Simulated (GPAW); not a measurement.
# Rh (Fm-3m) in GPAW: single point with PBE

Aim: the single point of Rh with PBE.

Program: GPAW 26.7.0. These are calculated values, not measurements. Logs are shortened: lines on timing, memory, paths and dates and some standing lists are left out, and cuts for length are marked. The log counts tension as positive stress, the text compression.

**1. The structure**

Symmetry: Fm-3m, No. 225, cubic system. The conventional cell has a = 3.796 Å, b = 3.796 Å, c = 3.796 Å, α = 90.00°, β = 90.00°, γ = 90.00°. Rh (site symmetry m-3m) has 12 Rh at 2.68 Å as nearest neighbours.

**2. Single point, PBE**

File Rh.cif:

```cif
data_Rh
_cell_length_a 2.68396521
_cell_length_b 2.68396521
_cell_length_c 2.68396521
_cell_angle_alpha 60.00000000
_cell_angle_beta 60.00000000
_cell_angle_gamma 60.00000000
_space_group_name_H-M_alt 'P1'
_space_group_name_Hall 'P 1'
_space_group_IT_number 1
loop_
_space_group_symop_operation_xyz
'x,y,z'
loop_
_atom_site_label
_atom_site_type_symbol
_atom_site_symmetry_multiplicity
_atom_site_Wyckoff_symbol
_atom_site_fract_x
_atom_site_fract_y
_atom_site_fract_z
_atom_site_occupancy
Rh1 Rh 1 a 0.0000000000 0.0000000000 0.0000000000 1
```

Potentials or basis: GPAW PAW data sets (gpaw-data 1.2.1), pw.

The run is started by

```bash
> OMP_NUM_THREADS=1 gpaw run Rh.cif -p 'mode=PW(600),xc=PBE,kpts={size:(12,12,12),gamma:True},occupations={name:fermi-dirac,width:0.05},nbands=16,convergence={density:1e-05,energy:1e-05},maxiter=150,txt=gpaw.txt' --properties efs -w gs.gpw
```

What it wrote:

```text
__  _  _
 | _ |_)|_||  |
 |__||  | ||/\| - 26.7.0

Input parameters:
  mode=PW(ecut=600.0),
  convergence={'density': 1e-05, 'energy': 1e-05},
  kpts=MonkhorstPack(size=[12, 12, 12], gamma=True),
  maxiter=150,
  nbands=16,
  occupations=Occupations(name='fermi-dirac', width=0.05),
  xc=XC(name='PBE')

Diagonalizing LCAO Hamiltonian
Converting LCAO to pw mode

       Rh

Atoms  # Å, Bohr magnetons
|   | symbol |        x |        y |        z |    initial magnetic moments |
|---|--------|----------|----------|----------|-----------------------------|
| 0 |     Rh | 0.000000 | 0.000000 | 0.000000 | ( 0.0000,  0.0000,  0.0000) |

Unit cell  # Å
| periodic |        x |        y |        z |  lengths |    angles |
|----------|----------|----------|----------|----------|-----------|
|      yes | 2.683965 | 0.000000 | 0.000000 | 2.683965 | 60.000000 |
|      yes | 1.341983 | 2.324382 | 0.000000 | 2.683965 | 60.000000 |
|      yes | 1.341983 | 0.774794 | 2.191448 | 2.683965 | 60.000000 |

Number of symmetries: 48
Symmetry operations  # r_c * U_cc + t_c -> r_c
|    | kind |            matrix            |
|----|------|------------------------------|
|  0 |  σ   |  1, 0, 0,  1, 0,-1,  1,-1, 0 |
|  1 |  C2  |  1, 0, 0,  1,-1, 0,  1, 0,-1 |
|  2 |  E   |  1, 0, 0,  0, 1, 0,  0, 0, 1 |
|  3 |  σ   |  1, 0, 0,  0, 0, 1,  0, 1, 0 |
|  4 |  C4  |  1, 0,-1,  1, 0, 0,  1,-1, 0 |
|  5 |  S6  |  1, 0,-1,  1,-1, 0,  1, 0, 0 |
|  6 |  σ   |  1, 0,-1,  0, 1,-1,  0, 0,-1 |
|  7 |  C3  |  1, 0,-1,  0, 0,-1,  0, 1,-1 |
|  8 |  S6  |  1,-1, 0,  1, 0, 0,  1, 0,-1 |
|  9 |  C4  |  1,-1, 0,  1, 0,-1,  1, 0, 0 |
| 10 |  C3  |  1,-1, 0,  0,-1, 1,  0,-1, 0 |
| 11 |  σ   |  1,-1, 0,  0,-1, 0,  0,-1, 1 |
| 12 |  σ   |  0, 1, 0,  1, 0, 0,  0, 0, 1 |
| 13 |  C4  |  0, 1, 0,  0, 1,-1, -1, 1, 0 |
| 14 |  C3  |  0, 1, 0,  0, 0, 1,  1, 0, 0 |
| 15 |  S6  |  0, 1, 0, -1, 1, 0,  0, 1,-1 |
| 16 |  C2  |  0, 1,-1,  1, 0,-1,  0, 0,-1 |
| 17 |  σ   |  0, 1,-1,  0, 1, 0, -1, 1, 0 |
| 18 |  S4  |  0, 1,-1,  0, 0,-1,  1, 0,-1 |
| 19 |  C4  |  0, 1,-1, -1, 1, 0,  0, 1, 0 |
| 20 |  C3  |  0, 0, 1,  1, 0, 0,  0, 1, 0 |
| 21 |  σ   |  0, 0, 1,  0, 1, 0,  1, 0, 0 |
| 22 |  S6  |  0, 0, 1,  0,-1, 1, -1, 0, 1 |
| 23 |  C4  |  0, 0, 1, -1, 0, 1,  0,-1, 1 |
| 24 |  S4  |  0, 0,-1,  1, 0,-1,  0, 1,-1 |
| 25 |  C3  |  0, 0,-1,  0, 1,-1,  1, 0,-1 |
| 26 |  C2  |  0, 0,-1,  0,-1, 0, -1, 0, 0 |
| 27 |  S6  |  0, 0,-1, -1, 0, 0,  0,-1, 0 |
| 28 |  S4  |  0,-1, 1,  1,-1, 0,  0,-1, 0 |
| 29 |  C4  |  0,-1, 1,  0, 0, 1, -1, 0, 1 |
| 30 |  C2  |  0,-1, 1,  0,-1, 0,  1,-1, 0 |
| 31 |  σ   |  0,-1, 1, -1, 0, 1,  0, 0, 1 |
| 32 |  C3  |  0,-1, 0,  1,-1, 0,  0,-1, 1 |
| 33 |  S6  |  0,-1, 0,  0, 0,-1, -1, 0, 0 |
| 34 |  S4  |  0,-1, 0,  0,-1, 1,  1,-1, 0 |
| 35 |  C2  |  0,-1, 0, -1, 0, 0,  0, 0,-1 |
| 36 |  C2  | -1, 1, 0,  0, 1, 0,  0, 1,-1 |
| 37 |  S6  | -1, 1, 0,  0, 1,-1,  0, 1, 0 |
| 38 |  S4  | -1, 1, 0, -1, 0, 1, -1, 0, 0 |
| 39 |  C3  | -1, 1, 0, -1, 0, 0, -1, 0, 1 |
| 40 |  S6  | -1, 0, 1,  0, 0, 1,  0,-1, 1 |
| 41 |  C2  | -1, 0, 1,  0,-1, 1,  0, 0, 1 |
| 42 |  C3  | -1, 0, 1, -1, 1, 0, -1, 0, 0 |
| 43 |  S4  | -1, 0, 1, -1, 0, 0, -1, 1, 0 |
| 44 |  C2  | -1, 0, 0,  0, 0,-1,  0,-1, 0 |
| 45 |  i   | -1, 0, 0,  0,-1, 0,  0, 0,-1 |
| 46 |  σ   | -1, 0, 0, -1, 1, 0, -1, 0, 1 |
| 47 |  C2  | -1, 0, 0, -1, 0, 1, -1, 1, 0 |

BZ-sampling:
  Number of BZ points: 1728
  Number of IBZ points: 72

  Monkhorst-Pack size: [12, 12, 12]
  Monkhorst-Pack shift: [0.041666666666666664, 0.041666666666666664, 0.041666666666666664]

K-points  # in reciprocal-cell coordinates
|     |                                coordinates |     weight |
|-----|--------------------------------------------|------------|
|   0 | ( -0.00000000,  -0.00000000,  -0.00000000) | 0.00057870 |
|   1 | (  0.08333333,   0.08333333,  -0.00000000) | 0.00347222 |
|   2 | (  0.08333333,   0.08333333,   0.08333333) | 0.00462963 |
|   3 | (  0.16666667,   0.08333333,   0.08333333) | 0.00694444 |
|   4 | (  0.16666667,   0.16666667,  -0.00000000) | 0.00347222 |
|   5 | (  0.16666667,   0.16666667,   0.08333333) | 0.01388889 |
|   6 | (  0.16666667,   0.16666667,   0.16666667) | 0.00462963 |
|   7 | (  0.25000000,   0.16666667,   0.08333333) | 0.01388889 |
|   8 | (  0.25000000,   0.16666667,   0.16666667) | 0.01388889 |
|   9 | (  0.25000000,   0.25000000,  -0.00000000) | 0.00347222 |
| ... |                                            |            |
|  71 | (  0.50000000,   0.50000000,   0.50000000) | 0.00231481 |

Plane wave coefficients: 471
Cutoff: 600.0 eV

Spin-components: 1 (collinear spins)
Bands:           16
Projectors:      6
Spin-degeneracy: 2
Datatype:        complex128

Density:
  Valence electrons: 15.0
  Components: 1
  Grid points: [16 16 16]
  Charge: 0.0  # |e|

Potential:
  Grid points: [16 16 16]

species:
  Rh:
    name:    Rhodium
    Z:       45.0
    valence: 15
    core:    30
    charge:  0.0  # [|e|]
    compensation charges:
      type: gauss
      rc: 0.38  # [Å]
      lmax: 2
    cutoffs:
      filter: 2.48  # [Å]
      core: 2.35  # [Å]
    projectors
    | kind |    occ | energy [eV] | rcut [Å] |
    |------|--------|-------------|----------|
    |   5s |  1.000 |      -4.297 |    1.270 |
    |   4p |  6.000 |     -50.429 |    1.381 |
    |   5p |  0.000 |      -0.852 |    1.381 |
    |   4d |  8.000 |      -5.942 |    1.244 |
    |    s |        |      22.915 |    1.270 |
    |    d |        |      21.270 |    1.244 |

    Using partial waves for Rh as LCAO basis

Reference energy: -130134.647000  # eV

eigensolver:
  PPCG
  Converge bands: occupied
  niter=2

density mixing:
  MSR1-Mixer
  Pratt-step length: 0.05
  Maximum mixing coefficient: 0.75
  Old densities: 10
  SVD Regularization: 0.005
  Good broyden scale: 1.0
  Trust region scale: 1.0
  Backstep threshold: 4.0
  History deletion threshold: 6.0
  Fourier metric: weight=20.0, sigma=0.015

occupation numbers:
  Fermi-Dirac:
    width: 0.0500  # eV

poisson solver:
  ecut: 4800.0  # eV

xc functional:
[... 9 lines left out ...]
|iter     | |      energy | eigst |  dens |
|---------|-|-------------|-------|-------|
|iter:   1| |   -7.916032 | +0.04 |       |
|iter:   2| |   -7.782868 | -2.76 | -1.10 |
|iter:   3| |   -7.312364 | -2.08 | -1.15 |
|iter:   4| |   -7.308217 | -3.56 | -2.27 |
|iter:   5| |   -7.306817 | -3.46 | -2.47 |
|iter:   6| |   -7.306802 | -6.31 | -3.56 |
|iter:   7| |   -7.306802c| -6.56 | -3.79 |
|iter:   8| |   -7.306802c| -7.62c| -5.06c|

Converged in 8 steps
Energy contributions relative to reference atoms: (reference = -130134.647000)

Energy contributions:
  Kinetic:          -2.388579
  Coulomb:           0.036688
  Zero:             -0.056218
  External:          0.000000
  Xc:               -4.894494
  Entropy:          -0.008400
  Spinorbit:         0.000000
  ----------------------------
  Free energy:      -7.311002
  Extrapolated:     -7.306802

dipole moment: (-16.235282, -9.373444, -6.628026)  # |e|*Ang

Fermi level: 11.945
Eigenvalues  # (at kpt = [-0.000, -0.000, -0.000])
| band index |      eig [eV] | occ [0-2] |
|------------|---------------|-----------|
|          0 |       -34.469 |     2.000 |
|          1 |       -34.469 |     2.000 |
|          2 |       -34.469 |     2.000 |
|          3 |         3.953 |     2.000 |
|          4 |         8.829 |     2.000 |
|          5 |         8.829 |     2.000 |
|          6 |         8.829 |     2.000 |
|          7 |        10.919 |     2.000 |
|          8 |        10.919 |     2.000 |
|          9 |        28.268 |     0.000 |
|         10 |        34.006 |     0.000 |
|         11 |        34.006 |     0.000 |
|         12 |        34.006 |     0.000 |
|         13 |        38.901 |     0.000 |
|         14 |        44.103 |     0.000 |
|         15 |        44.103 |     0.000 |

No gap
No difference between direct/indirect transitions

Forces  # eV/Ang
|        x |        y |       z |
|----------|----------|---------|
| -0.00000 | -0.00000 | 0.00000 |  # Rh   0

Stress tensor  # eV/Ang^3
|         x |         y |         z |
|-----------|-----------|-----------|
| -0.057774 |  0.000000 |  0.000000 |
|  0.000000 | -0.057774 |  0.000000 |
|  0.000000 |  0.000000 | -0.057774 |

# Writing to gs.gpw (mode='')
```

It took 7.7 s on 1 thread of Arm Neoverse V2, shared host; peak memory 0.14 GiB.

What came out:

```yaml
Free_energy: -7.3110 eV
Pressure: 9.3 GPa
Band_gap_on_the_k_mesh: none (metal or under the smearing width)
```
